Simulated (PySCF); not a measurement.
# C4H2O3: the cost of one run

Computed with PySCF 2.14.0. Level: levels as typed in each script, gas phase, geometry from GFN2-xTB.

1 further run of the same task is left out (it didn't finish).

## 1. The starting structure

SMILES `O=C1C=CC(=O)O1`, 9 atoms, charge 0, spin multiplicity 1.

Bond lengths: O1–C2 1.189 Å, C2–C3 1.492 Å, C2–O7 1.372 Å, C3–C4 1.329 Å, C3–H8 1.073 Å, C4–C5 1.492 Å, C4–H9 1.073 Å, C5–O6 1.189 Å, C5–O7 1.372 Å. Angles: O1–C2–C3 129.5°, O1–C2–O7 123.4°, C3–C2–O7 107.1°, C2–C3–C4 107.9°, C2–C3–H8 121.9°, C4–C3–H8 130.2°, C3–C4–C5 107.9°, C3–C4–H9 130.2°, C5–C4–H9 121.9°, C4–C5–O6 129.5°, C4–C5–O7 107.1°, O6–C5–O7 123.4°, C2–O7–C5 110.0°.

Coordinates:

```xyz
9
charge 0, multiplicity 1
O     2.2291    0.6016    0.0000
C     1.1237    0.1642    0.0000
C     0.6646   -1.2550    0.0000
C    -0.6646   -1.2550    0.0000
C    -1.1237    0.1642    0.0000
O    -2.2291    0.6016    0.0000
O     0.0000    0.9516    0.0000
H     1.3575   -2.0745    0.0000
H    -1.3575   -2.0745    0.0000
```

## 2. Localised orbitals (r2SCAN/aug-cc-pvdz)

Input file input.py:

```python
import numpy as np
from pyscf import gto, scf, dft, lo
from pyscf.data.elements import chemcore

def solve(mol, dm0=None, hcore=None):
    mf = (dft.UKS if mol.spin else dft.RKS)(mol, xc='r2scan')
    mf.grids.level = 3
    mf = mf.density_fit(auxbasis='def2-universal-jkfit')
    mf.conv_tol, mf.max_cycle = 1e-8, 80
    if hcore is not None:
        mf.get_hcore = lambda *args: hcore
    mf.kernel(dm0)
    if not mf.converged:
        mf = mf.newton().run(mf.mo_coeff, mf.mo_occ, max_cycle=30)
    assert mf.converged, 'SCF not converged'
    return mf

mol = gto.M(atom='''
O      2.22906     0.60160     0.00000
C      1.12370     0.16422     0.00000
C      0.66464    -1.25505     0.00000
C     -0.66464    -1.25505     0.00000
C     -1.12370     0.16422     0.00000
O     -2.22906     0.60160     0.00000
O     -0.00001     0.95165     0.00000
H      1.35750    -2.07445     0.00000
H     -1.35749    -2.07446     0.00000
''', basis='aug-cc-pvdz', charge=0, spin=0, verbose=4)
mf = solve(mol)
occ_all = mf.mo_coeff[:, mf.mo_occ > 0]
occ = occ_all[:, chemcore(mol):]
pm = lo.PM(mol, occ, pop_method='meta_lowdin')
loc = pm.kernel()
for _ in range(5):
    new, stable = pm.stability_jacobi(return_status=True)
    if stable:
        break
    loc = pm.kernel(new)
fock, s = mf.get_fock(), mf.get_ovlp()
ortho = lo.orth_ao(mol, 'meta_lowdin')
labels = mol.ao_labels(fmt=None)
vir = loc[:, :0]
both = np.hstack([loc, vir])
p = (ortho.T @ s @ both) ** 2
pop = np.array([p[[l[0] == a for l in labels]].sum(0) for a in range(mol.natm)])
spd = np.array([[p[[l[0] == a and l[2][-1] == k for l in labels]].sum(0) for k in 'spd'] for a in range(mol.natm)])
eps = np.einsum('pi,pq,qi->i', both, fock, both)
for i in np.argsort(eps):
    top = np.argsort(-pop[:, i])[:3]
    print('%3d %s %9.4f Eh ' % (i + 1, 'occ' if i < loc.shape[1] else 'vir', eps[i]), '  '.join('%s%d %.3f' % (mol.atom_symbol(a), a + 1, pop[a, i]) for a in top))
np.savez('result.npz', c=both, nocc=loc.shape[1], pop=pop, spd=spd, eps=eps, e=mf.e_tot)
```

Command:

```bash
$ OMP_NUM_THREADS=1 python input.py
```

What time and memory should one allow on 1 thread of AMD EPYC 9R45 (Zen 5), shared host?

About 18 s, with a peak of 0.69 GiB.
